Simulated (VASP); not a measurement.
Runs of VASP 6.6.1 on CaF2 (Fluorite). It takes space group Fm-3m (No. 225, cubic). Conventional cell: a = 5.335 Å, b = 5.335 Å, c = 5.335 Å, α = 90.00°, β = 90.00°, γ = 90.00°. Ca (site symmetry m-3m) has 8 F at 2.31 Å as nearest neighbours. F (site symmetry -43m) is surrounded by 4 Ca at 2.31 Å. 

| level | potentials or basis | cell | gap on the mesh (eV) | pressure (GPa) |
| --- | --- | --- | --- | --- |
| PBE | VASP PAW PBE potentials, release 64 (Ca_sv, F) | atoms relaxed from: a relaxed cell with its volume scaled by 1.06 | 6.79 | -4.0 |
| LDA | VASP PAW LDA potentials, release 64 (Ca_sv, F) | atoms relaxed | (a) | 0.0 |
| PBEsol | VASP PAW PBE potentials, release 64 (Ca_sv, F) | atoms relaxed from: a relaxed cell with its volume scaled by 1.02 | 7.10 | -1.6 |
| PBE | VASP PAW PBE potentials, release 64 (Ca_sv, F) | atoms relaxed from: a relaxed cell with its volume scaled by 1.04 | 6.89 | -2.8 |
| PBE | VASP PAW PBE potentials, release 64 (Ca_sv, F) | atoms relaxed from: a relaxed cell with its volume scaled by 0.98 | (b) | 1.7 |

Alike in all rows: task relaxation of the atoms; no spin polarisation; k mesh 8 × 8 × 8; cutoff (eV) 600; smearing gaussian 0.03 eV.

Question: Estimate the missing entries.

Answer: (a) 7.33; (b) 7.23.

Caveats: the relaxation stopped at its first step, so nothing moved; the PAW data sets were made with another functional, which shifts forces and pressure a little (some runs).

A k mesh can miss the band edges.
